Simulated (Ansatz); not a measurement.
Write the native input for Ansatz 0.2.0 that does the following.

```
Task                : elastic constants
Functional          : LDA
Potentials or basis : Ansatz PAW
Cutoff              : 420 eV (not typed: the program's choice for these potentials)
k mesh              : 8 × 8 × 5
Occupations         : fixed
Spin                : no spin polarisation
Atoms under strain  : relaxed
```

The system is GaN.

```
Ga N
1.0
     3.18000    0.00000    0.00000
    -1.59000    2.75396    0.00000
     0.00000    0.00000    5.16600
Ga N
2 2
Direct
  0.66667 0.33333 0.50000
  0.33333 0.66667 0.00000
  0.66667 0.33333 0.87500
  0.33333 0.66667 0.37500
```

These files were run (other wordings do the same):

input.yaml

```yaml
crystal:
  lattice:
    - [3.18, 0.0, 0.0]
    - [-1.59, 2.753960784, 0.0]
    - [0.0, 0.0, 5.166]
  atoms:
    - { symbol: Ga, position: [0.6666666667, 0.3333333333, 0.5] }
    - { symbol: Ga, position: [0.3333333333, 0.6666666667, 0.0] }
    - { symbol: "N", position: [0.6666666667, 0.3333333333, 0.875] }
    - { symbol: "N", position: [0.3333333333, 0.6666666667, 0.375] }
hamiltonian:
  xc: lda
  pseudopotentials: { kind: paw }
kpoints:
  mp_grid: { grid: [8, 8, 5] }
scf:
  occupations: { method: fixed }
output:
  forces: true
  stress: true
elastic:
  mode: relaxed_ion
  stencil: two_point
```

Potentials or basis: Ansatz PAW.

Run with:

```console
$ ansatz run input.yaml --threads 2 --pin off --max-ram 5120MiB --backend cpu --events-out ev --progress --plain --runs-dir out
```

It gave:

The pressure is -4.5 GPa. The band gap on the k mesh is 1.99 eV, direct. The voigt bulk modulus is 182 GPa.

Caveat: the cell is more than 3 GPa from zero pressure, which shifts response properties; odd divisions of the mesh miss points on the zone boundary, where band edges often lie, so the gap on the mesh can be too wide; the pressure holds a Pulay correction of +0.6 GPa for the finite cutoff; the PAW data sets come from PBE, with cores solved anew for the run's functional, which leaves a small shift of forces and pressure.

It took 3.2 min on 2 threads of Intel(R) Xeon(R) Processor @ 2.50GHz (Skylake/Cascade Lake), with other jobs on the host, peak memory 0.43 GiB.
